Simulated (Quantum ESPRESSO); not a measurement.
A calculation with Quantum ESPRESSO 7.5 of In (ASE script, structure from a P1 CIF):

Contents of run.py:

```python
import numpy as np
from ase.calculators.espresso import Espresso, EspressoProfile
from ase.io import read

atoms = read('In.cif')

input_data = {
    'control': {'calculation': 'scf', 'prefix': 'pwscf', 'outdir': './tmp', 'tprnfor': True, 'tstress': True, 'disk_io': 'nowf'},
    'system': {'ecutwfc': 56.0, 'ecutrho': 448.0, 'nbnd': 12, 'occupations': 'smearing', 'smearing': 'fd', 'degauss': 0.00367493},
    'electrons': {'conv_thr': 2e-10, 'electron_maxstep': 120, 'mixing_beta': 0.5},
}
pseudopotentials = {'In': 'in_pbesol_v1.4.uspp.F.UPF'}
profile = EspressoProfile(command='mpirun -n 2 pw.x -nk 2', pseudo_dir='pseudo')
dft = Espresso(profile=profile, input_data=input_data, pseudopotentials=pseudopotentials, kpts=(10, 10, 10), koffset=(0, 0, 0))
atoms.calc = dft

print(f'energy {atoms.get_potential_energy():.8f} eV')
print('forces (eV/A)')
print(np.round(atoms.get_forces(), 6))
print('stress (eV/A^3, Voigt)')
print(np.round(atoms.get_stress(), 8))
print(f'Fermi level {dft.get_fermi_level():.4f} eV')
```

File In.cif:

```cif
data_In
_cell_length_a 3.26062936
_cell_length_b 3.26062936
_cell_length_c 3.26062936
_cell_angle_alpha 109.47122063
_cell_angle_beta 109.47122063
_cell_angle_gamma 109.47122063
_space_group_name_H-M_alt 'P1'
_space_group_name_Hall 'P 1'
_space_group_IT_number 1
loop_
_space_group_symop_operation_xyz
'x,y,z'
loop_
_atom_site_label
_atom_site_type_symbol
_atom_site_symmetry_multiplicity
_atom_site_Wyckoff_symbol
_atom_site_fract_x
_atom_site_fract_y
_atom_site_fract_z
_atom_site_occupancy
In1 In 1 a 0.0000000000 0.0000000000 0.0000000000 1
```

Potentials or basis: GBRV 1.5 PBEsol.

Command:

```sh
$ OMP_NUM_THREADS=1 python run.py
```

This isn't the form of In at room conditions, which is tetragonal.

**Question.** Write the same calculation in another form: native input, structure typed inline.

**Answer.** As run:

pw.in

```
&CONTROL
  calculation = 'scf'
  prefix = 'pwscf'
  outdir = './tmp'
  pseudo_dir = './pseudo'
  tprnfor = .true.
  tstress = .true.
  disk_io = 'low'
/
&SYSTEM
  ibrav = 0
  nat = 1
  ntyp = 1
  ecutwfc = 56
  ecutrho = 448
  nbnd = 12
  occupations = 'smearing'
  smearing = 'fd'
  degauss = 0.00367493
/
&ELECTRONS
  conv_thr = 2d-10
  electron_maxstep = 120
  mixing_beta = 0.5
/
ATOMIC_SPECIES
In   114.8180 in_pbesol_v1.4.uspp.F.UPF
CELL_PARAMETERS angstrom
  -1.8825252400    1.8825252400    1.8825252400
   1.8825252400   -1.8825252400    1.8825252400
   1.8825252400    1.8825252400   -1.8825252400
ATOMIC_POSITIONS crystal
In     0.0000000000    0.0000000000    0.0000000000
K_POINTS automatic
10 10 10 0 0 0
```

Contents of pp_density.in:

```
&INPUTPP
  prefix = 'pwscf'
  outdir = './tmp'
  filplot = 'density.dat'
  plot_num = 0
/
&PLOT
  nfile = 1
  filepp(1) = 'density.dat'
  iflag = 3
  output_format = 6
  fileout = 'density.cube'
/
```

The input pp_potential.in:

```
&INPUTPP
  prefix = 'pwscf'
  outdir = './tmp'
  filplot = 'potential.dat'
  plot_num = 11
/
&PLOT
  nfile = 1
  filepp(1) = 'potential.dat'
  iflag = 3
  output_format = 6
  fileout = 'potential.cube'
/
```

Potentials or basis: GBRV 1.5 PBEsol.

Launch:

```bash
$ OMP_NUM_THREADS=1 mpirun -n 2 pw.x -nk 2 -in pw.in > pw.out
$ OMP_NUM_THREADS=1 mpirun -n 1 pp.x -in pp_density.in > pp_density.out
$ OMP_NUM_THREADS=1 mpirun -n 1 pp.x -in pp_potential.in > pp_potential.out
```

Both were run:

|  | ASE script, structure from a P1 CIF | native input, structure typed inline |
| --- | --- | --- |
| Pressure | -1.5 GPa | -1.5 GPa |
| Band gap on the k mesh | none (metal or under the smearing width) | none (metal or under the smearing width) |

Keys that steer only the numerical path or the files written may differ.
